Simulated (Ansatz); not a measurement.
# Cd: reading a single point

```
Cd
1.0
     3.22459    0.00000    0.00000
    -1.61230    2.79258    0.00000
     0.00000    0.00000    5.15768
Cd
2
Direct
  0.33330 0.66670 0.25000
  0.66660 0.33330 0.75000
```

Single point in Ansatz 0.2.0 with PBE, no spin polarisation. Cutoff 420 eV, PAW datasets, 12×12×7 Γ-centred k mesh, fermi-dirac filling (width 0.1 eV).

(1) Describe some of the short contacts.

(2) What does the stress say?

(3) Is there a gap?

(4) Are the atoms at rest?

Origin: a known structure type with other elements, at an estimated volume, so it need not be a known compound.

Answers

(1) Cd–Cd at 3.18 Å: least valence density 0.14 e/Å³ and ELF 0.20 there. These are pseudo-fields; inside the PAW spheres they differ from the all-electron ones.

(2) The pressure is -1.0 GPa (compression positive), so with the atoms held at these fractions the cell would first shrink.

(3) It is a metal, with about 0.6 states/eV a cell as the mean within 0.25 eV of the Fermi level.

(4) The forces vanish by the symmetry of the sites.
